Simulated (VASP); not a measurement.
# Ge (I4_1/amd) in VASP: notebook

Runs on Ge. Level: PBE. Tasks: single point.

Program: VASP 6.6.1. These are calculated values, not measurements. Logs are shortened: lines on timing, memory, paths and dates and some standing lists are left out, and cuts for length are marked.

## (1) The crystal as given

The structure is tetragonal, space group I4_1/amd (No. 141). The conventional cell has a = 5.149 Å, b = 5.149 Å, c = 2.795 Å, α = 90.00°, β = 90.00°, γ = 90.00°. Around Ge (site symmetry -4m2) lie 6 Ge at 2.67 to 2.79 Å.

This isn't the form of Ge at room conditions, which is diamond.

## (2) Single point, PBE

File INCAR:

```
PREC = Accurate
ENCUT = 900
EDIFF = 1E-8
ISMEAR = 0
SIGMA = 0.05
LREAL = F
LASPH = T
NELM = 100
ALGO = Normal
ISIF = 2
LWAVE = F
LCHARG = F
GGA = PE
NBANDS = 21
ADDGRID = F
```

File KPOINTS:

```
regular mesh
0
Gamma
  13 13 13
```

File POSCAR:

```
Ge
1.0
   -2.5744897190      2.5744897190      1.3974126432
    2.5744897190     -2.5744897190      1.3974126432
    2.5744897190      2.5744897190     -1.3974126432
Ge
2
Direct
    0.5000000000      0.5000000000      0.0000000000
    0.2500000000      0.7500000000      0.5000000000
```

Potentials or basis: VASP PAW PBE potentials, release 64 (Ge_d).

Command:

```bash
$ cat potpaw_PBE.64/Ge_d/POTCAR > POTCAR
$ mpirun -np 1 vasp_std > vasp.out
```

OUTCAR:

```text
PREC = Accurate
   ENCUT = 900
   EDIFF = 1E-8
   ISMEAR = 0
   LREAL = F
   LASPH = T
   NELM = 100
   ISIF = 2
   GGA = PE

 ion  position               nearest neighbor table
   1  0.500  0.500  0.000-   2 2.67   2 2.67   2 2.67   2 2.67
   2  0.250  0.750  0.500-   1 2.67   1 2.67   1 2.67   1 2.67

  LATTYP: Found a body centered tetragonal cell.
 ALAT       =     5.1489794380
 C/A-ratio  =     0.5427920853

  Lattice vectors:

 A1 = (  -2.5744897190,   2.5744897190,   1.3974126432)
 A2 = (   2.5744897190,  -2.5744897190,   1.3974126432)
 A3 = (   2.5744897190,   2.5744897190,  -1.3974126432)

Analysis of symmetry for initial positions (statically):
=====================================================================
 Subroutine PRICEL returns:
 Original cell was already a primitive cell.

 Routine SETGRP: Setting up the symmetry group for a
 body centered tetragonal supercell.

 Subroutine GETGRP returns: Found 16 space group operations
 (whereof  8 operations were pure point group operations)
 out of a pool of 16 trial point group operations.

The static configuration has the point symmetry D_2d.
 The point group associated with its full space group is D_4h.

Analysis of symmetry for dynamics (positions and initial velocities):
=====================================================================
 Subroutine PRICEL returns:
 Original cell was already a primitive cell.

 Routine SETGRP: Setting up the symmetry group for a
 body centered tetragonal supercell.

 Subroutine GETGRP returns: Found 16 space group operations
 (whereof  8 operations were pure point group operations)
 out of a pool of 16 trial point group operations.

The dynamic configuration has the point symmetry D_2d.
 The point group associated with its full space group is D_4h.

 Subroutine INISYM returns: Found 16 space group operations
 (whereof  8 operations are pure point group operations),
 and found     1 'primitive' translations

----------------------------------------------------------------------------------------

                                     Primitive cell

  volume of cell :      37.0482

  direct lattice vectors                    reciprocal lattice vectors
    -2.574489719  2.574489719  1.397412643     0.000000000  0.194213244  0.357804119
     2.574489719 -2.574489719  1.397412643     0.194213244  0.000000000  0.357804119
     2.574489719  2.574489719 -1.397412643     0.194213244  0.194213244  0.000000000

  length of vectors
     3.899840602  3.899840602  3.899840602     0.407114937  0.407114937  0.274659004

  position of ions in fractional coordinates (direct lattice)
     0.500000000  0.500000000  0.000000000
     0.250000000  0.750000000  0.500000000

  ion indices of the primitive-cell ions
   primitive index   ion index
                 1           1
                 2           2

----------------------------------------------------------------------------------------

 KPOINTS: regular mesh

Automatic generation of k-mesh.
 Grid dimensions read from file:
 generate k-points for:   13   13   13

 Generating k-lattice:

  Cartesian coordinates                     Fractional coordinates (reciprocal lattice)
     0.000000000  0.014939480  0.027523394     0.076923077  0.000000000  0.000000000
     0.014939480  0.000000000  0.027523394     0.000000000  0.076923077  0.000000000
     0.014939480  0.014939480  0.000000000     0.000000000  0.000000000  0.076923077

  Length of vectors
     0.031316534  0.031316534  0.021127616

  Shift w.r.t. Gamma in fractional coordinates (k-lattice)
     0.000000000  0.000000000  0.000000000

 Subroutine IBZKPT returns following result:
 ===========================================

 Found    196 irreducible k-points:

 Following reciprocal coordinates:
            Coordinates               Weight
  0.000000  0.000000  0.000000      1.000000
  0.076923  0.000000  0.000000      8.000000
  0.153846  0.000000 -0.000000      8.000000
  0.230769  0.000000  0.000000      8.000000
  0.307692  0.000000 -0.000000      8.000000
  0.384615  0.000000 -0.000000      8.000000
[... 16 lines left out ...]
  0.384615  0.153846  0.000000     16.000000
  0.461538  0.153846 -0.000000     16.000000
 [... further k-points ...]
   k-points           NKPTS =    196   k-points in BZ     NKDIM =    196   number of bands    NBANDS=     21
   number of dos      NEDOS =    301   number of ions     NIONS =      2
   total plane-waves  NPLWV =  64000
   dimension x,y,z NGX =    40 NGY =   40 NGZ =   40
   dimension x,y,z NGXF=    80 NGYF=   80 NGZF=   80
   ions per type =               2
   NGX,Y,Z   is equivalent  to a cutoff of  17.05, 17.05, 17.05 a.u.
   NGXF,Y,Z  is equivalent  to a cutoff of  34.10, 34.10, 34.10 a.u.
 SYSTEM =  unknown system
   PREC   = accura    normal or accurate (medium, high low for compatibility)
   ISTART =      0    job   : 0-new  1-cont  2-samecut
   ICHARG =      2    charge: 1-file 2-atom 10-const
   ISPIN  =      1    spin polarized calculation?
   LNONCOLLINEAR =      F non collinear calculations
   LSORBIT =      F    spin-orbit coupling
   LASPH  =      T    aspherical Exc in radial PAW
   ENCUT  =  900.0 eV  66.15 Ry    8.13 a.u.   9.54  9.54  9.54*2*pi/ulx,y,z
   NELM   =    100;   NELMIN=  2; NELMDL= -5     # of ELM steps
   EDIFF  = 0.1E-07   stopping-criterion for ELM
   LREAL  =      F    real-space projection
   EDIFFG = 0.1E-06   stopping-criterion for IOM
   NSW    =      0    number of steps for IOM
   IBRION =     -1    ionic relax: 0-MD 1-quasi-New 2-CG
   NFREE  =      0    steps in history (QN), initial steepest desc. (CG)
   ISIF   =      2    stress and relaxation
   ISYM   =      2    0-nonsym 1-usesym 2-fastsym
   POTIM  = 0.5000    time-step for ionic-motion
   TEBEG  =    0.0;   TEEND  =   0.0 temperature during run
   PSTRESS=    0.0 pullay stress
   NELECT =      28.0000    total number of electrons
   NUPDOWN=      -1.0000    fix difference up-down
   EMIN   =  10.00;   EMAX   =-10.00  energy-range for DOS
   EFERMI =   0.00;   METHOD = LEGACY
   ISMEAR =     0;   SIGMA  =   0.05  broadening in eV -4-tet -1-fermi 0-gaus
   EFERMI_NEDOS =   21; number of points for ismear=-14 and -15
   IALGO  =     38    algorithm
   IMIX   =      4    mixing-type and parameters
     AMIX     =   0.40;   BMIX     =  1.00
     AMIX_MAG =   1.60;   BMIX_MAG =  1.00
  volume/ion in A,a.u.               =      18.52       125.01
  Fermi-wavevector in a.u.,A,eV,Ry     =   1.491209  2.817976 30.255333  2.223704
  Thomas-Fermi vector in A             =   2.603893
   LORBIT       =      0    0 simple, 1 ext, 2 COOP (PROOUT), +10 PAW based schemes
   GGA     = PE    functional components
   LHFCALC =     F    Hartree Fock is set to
   AEXX    =    0.0000 exact exchange contribution
   IVDW    =     0    specifies the selected vdW correction
   LEPSILON=     F    determine dielectric tensor
   LRPA    =     F    only Hartree local field effects (RPA)
 non-spin polarized calculation
 Gauss-broadening in eV      SIGMA  =   0.05
  energy-cutoff  :      900.00
  volume of cell :       37.05
 maximum number of plane-waves:      2303
 NGX is ok and might be reduce to    40
   NGX = 19   NGY = 19   NGZ = 19

 number of electron      27.9999995 magnetization

 Free energy of the ion-electron system (eV)
  ---------------------------------------------------
  ext. energy  EPLUGINS =         0.00000000
  ---------------------------------------------------
  free energy    TOTEN  =        -8.56443117 eV

  energy without entropy =       -8.56353936  energy(sigma->0) =       -8.56398526

 E-fermi :   6.7657     XC(G=0): -11.3198

 val. band max:        6.7609800516   @ k =   0.4615   0.3077  -0.0000
 cond. band min:       6.7835288650   @ k =  -0.1538   0.4615   0.1538
 fundamental gap:      0.0225488134
 Fermi energy:         6.7656660576

 k-point     1 :       0.0000    0.0000    0.0000
  band No.  band energies     occupation
      1     -17.9575      2.00000
      2     -17.9157      2.00000
      3     -17.8835      2.00000
      4     -17.8821      2.00000
      5     -17.7776      2.00000
      6     -17.7776      2.00000
[... 13 lines left out ...]
     20      18.3554      0.00000
     21      19.3342      0.00000

 k-point     2 :       0.0769    0.0000    0.0000
  band No.  band energies     occupation
      1     -17.9553      2.00000
      2     -17.9077      2.00000
      3     -17.8790      2.00000
      4     -17.8738      2.00000
      5     -17.7840      2.00000
      6     -17.7831      2.00000
[... 13 lines left out ...]
     20      18.3733      0.00000
     21      19.2692      0.00000

 k-point     3 :       0.1538    0.0000   -0.0000
  band No.  band energies     occupation
      1     -17.9483      2.00000
      2     -17.8867      2.00000
      3     -17.8706      2.00000
      4     -17.8503      2.00000
      5     -17.7977      2.00000
      6     -17.7901      2.00000
[... 13 lines left out ...]
     20      17.1453      0.00000
     21      17.7286      0.00000

 k-point     4 :       0.2308    0.0000    0.0000
  band No.  band energies     occupation
      1     -17.9377      2.00000
      2     -17.8630      2.00000
      3     -17.8593      2.00000
      4     -17.8316      2.00000
      5     -17.8134      2.00000
      6     -17.7869      2.00000
[... 13 lines left out ...]
     20      15.8923      0.00000
     21      17.4773      0.00000

 k-point     5 :       0.3077    0.0000   -0.0000
  band No.  band energies     occupation
      1     -17.9270      2.00000
      2     -17.8524      2.00000
      3     -17.8499      2.00000
      4     -17.8361      2.00000
      5     -17.8227      2.00000
      6     -17.7958      2.00000
[... 13 lines left out ...]
     20      15.0501      0.00000
     21      18.1057      0.00000

 k-point     6 :       0.3846    0.0000   -0.0000
  band No.  band energies     occupation
      1     -17.9187      2.00000
      2     -17.8579      2.00000
      3     -17.8554      2.00000
      4     -17.8412      2.00000
      5     -17.8170      2.00000
      6     -17.8050      2.00000
[... 13 lines left out ...]
     20      16.2444      0.00000
     21      19.1040      0.00000

 k-point     7 :       0.4615    0.0000   -0.0000
  band No.  band energies     occupation
      1     -17.9130      2.00000
      2     -17.8693      2.00000
      3     -17.8640      2.00000
      4     -17.8368      2.00000
      5     -17.8104      2.00000
      6     -17.8094      2.00000
[... 13 lines left out ...]
     20      18.4616      0.00000
     21      18.8428      0.00000
[... 291 lines left out ...]
      1     -17.9341      2.00000
      2     -17.8532      2.00000
      3     -17.8529      2.00000
      4     -17.8221      2.00000
      5     -17.8109      2.00000
      6     -17.8057      2.00000
[... 13 lines left out ...]
     20      15.6689      0.00000
     21      16.3600      0.00000

 k-point    21 :       0.2308    0.1538    0.0000
  band No.  band energies     occupation
      1     -17.9276      2.00000
      2     -17.8617      2.00000
      3     -17.8435      2.00000
      4     -17.8278      2.00000
      5     -17.8176      2.00000
      6     -17.8130      2.00000
[... 13 lines left out ...]
     20      15.5891      0.00000
     21      16.9584      0.00000

 k-point    22 :       0.3077    0.1538   -0.0000
  band No.  band energies     occupation
      1     -17.9225      2.00000
      2     -17.8690      2.00000
      3     -17.8462      2.00000
      4     -17.8330      2.00000
      5     -17.8196      2.00000
      6     -17.8065      2.00000
[... 13 lines left out ...]
     20      17.0861      0.00000
     21      18.1204      0.00000

 k-point    23 :       0.3846    0.1538    0.0000
  band No.  band energies     occupation
      1     -17.9160      2.00000
      2     -17.8719      2.00000
      3     -17.8578      2.00000
      4     -17.8260      2.00000
      5     -17.8204      2.00000
      6     -17.7980      2.00000
[... 13 lines left out ...]
     20      18.1554      0.00000
     21      18.3884      0.00000

 k-point    24 :       0.4615    0.1538   -0.0000
  band No.  band energies     occupation
      1     -17.9101      2.00000
      2     -17.8702      2.00000
      3     -17.8592      2.00000
      4     -17.8271      2.00000
      5     -17.8160      2.00000
      6     -17.7962      2.00000
[... 13 lines left out ...]
     20      17.6525      0.00000
     21      18.4350      0.00000

 [... further k-points ...]
[... 5 lines left out ...]
  --------------------------------------------------------------------------------------
  -------------------------------------------------------------------------------------
  Total        0.6129679      0.6129679      0.9310921      0.0000000      0.0000000      0.0000000
  in kB       26.5082648     26.5082648     40.2657897      0.0000000      0.0000000      0.0000000
  external PRESSURE =      31.0941065 kB  Pullay stress =       0.0000000 kB

 VOLUME and BASIS-vectors are now :
 -----------------------------------------------------------------------------
  energy-cutoff  :      900.00
  volume of cell :       37.05
      direct lattice vectors                 reciprocal lattice vectors
    -2.574489719  2.574489719  1.397412643     0.000000000  0.194213244  0.357804119
     2.574489719 -2.574489719  1.397412643     0.194213244  0.000000000  0.357804119
     2.574489719  2.574489719 -1.397412643     0.194213244  0.194213244  0.000000000

 POSITION                                       TOTAL-FORCE (eV/Angst)
 -----------------------------------------------------------------------------------
      0.00000      0.00000      1.39741        -0.000000      0.000000     -0.000000
      2.57449      0.00000      0.69871         0.000000     -0.000000      0.000000
 -----------------------------------------------------------------------------------
    total drift:                               -0.000000     -0.000000      0.000000

  FREE ENERGIE OF THE ION-ELECTRON SYSTEM (eV)
  ---------------------------------------------------
  free  energy   TOTEN  =        -8.5644311665 eV

  energy  without entropy=       -8.5635393594  energy(sigma->0) =       -8.56398526
```

It took 2.2 min on 1 thread of Intel Xeon 6975P-C (Granite Rapids), shared host; peak memory 0.43 GiB.

What came out:

| Property | Result |
| --- | --- |
| Free energy | -8.5644 eV |
| Pressure | 3.1 GPa |
| Band gap on the k mesh | none (metal or under the smearing width) |

## (3) Single point, PBE

INCAR is that of step 2.

KPOINTS is that of step 2.

File POSCAR:

```
Ge
1.0
   -2.5744897190      2.5744897190      1.3974126432
    2.5744897190     -2.5744897190      1.3974126432
    2.5744897190      2.5744897190     -1.3974126432
Ge
2
Direct
    0.5147880000      0.5105290000      0.0041050000
    0.2603220000      0.7562090000      0.5249690000
```

Potentials or basis: VASP PAW PBE potentials, release 64 (Ge_d).

Command:

```bash
$ cat potpaw_PBE.64/Ge_d/POTCAR > POTCAR
$ mpirun -np 1 vasp_std > vasp.out
```

It took 12 min on 1 thread of Intel Xeon 6975P-C (Granite Rapids), shared host; peak memory 1.4 GiB.

The run converged. Its results:

```
Free energy            : -8.5521 eV
Pressure               : 3.3 GPa
Largest force          : 0.319 eV/Å
Band gap on the k mesh : none (metal or under the smearing width)
```

Forces in eV/Å, atoms in the order of the input:
```
Ge   0.208  0.240 -0.025
Ge  -0.208 -0.240  0.025
```

Stress tensor (GPa, compression positive):
```
 2.42  0.00  0.23
 0.00  3.41 -0.23
 0.23 -0.23  4.12
```

Levels at points of the mesh, in eV from the Fermi level:
| k point | band 12 | band 13 | band 14 | band 15 | band 16 | band 17 |
| --- | --- | --- | --- | --- | --- | --- |
| (0.00, 0.00, 0.00) | -4.02 | -2.32 | -2.27 | 3.29 | 7.61 | 7.72 |

[end of part 1 of 2]
